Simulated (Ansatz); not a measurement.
## SiO2, one structure, two calculations

Cell: a computed structure from the Materials Project (it need not be an observed phase).

Space group Cmce (No. 64); a = 9.0163, b = 10.2546, c = 8.9927 Å.

| site | Wyckoff | site symmetry | x | y | z |
| --- | --- | --- | --- | --- | --- |
| Si | 16g | 1 | 0.1731 | 0.8662 | 0.9095 |
| O9 | 8d | 2.. | 0.8078 | 0.0000 | 0.0000 |
| O10 | 8e | .2. | 0.7500 | 0.1179 | 0.2500 |
| O12 | 8f | m.. | 0.5000 | 0.1669 | 0.3870 |
| O17 | 8c | -1 | 0.2500 | 0.2500 | 0.0000 |

One atom of each set is listed; the run and its k-mesh use a cell of 24 atoms with edges of 6.83, 6.83, 8.99 Å.

First run. Computed with Ansatz: DFT, PBE, plane waves and PAW, scalar-relativistic, 420 eV cutoff, Γ-centred 3×3×3 k-points, Fermi–Dirac smearing 0.02 eV.

```csv
site,V_zz (10²¹ V/m²),η
Si,-0.43,1.00
O9,10.07,0.03
O10,10.17,0.03
O12,9.59,0.12
O17,10.29,0.01
```

Second run. The same atoms and settings, except that the functional is r2SCAN and the cutoff is 500 eV.

Question: What does the second run give?

Answer: 

```
site   V_zz     η  change of V_zz
  Si   0.41  0.98               –
  O9   9.94  0.04           -0.13
 O10  10.06  0.03           -0.11
 O12   9.47  0.12           -0.12
 O17  10.17  0.02           -0.12
```

The largest change of V_zz along a kept axis is on O9, from 10.07 to 9.94. In per cent, |V_zz| changes by -1 on O (all sites that start above 0.5). On Si the largest principal value lies along another axis in the second run, so the two V_zz can't be compared directly.

For the first run: The largest force is 0.3 eV/Å, so the atoms aren't at the calculated equilibrium and relaxing them would move these values.
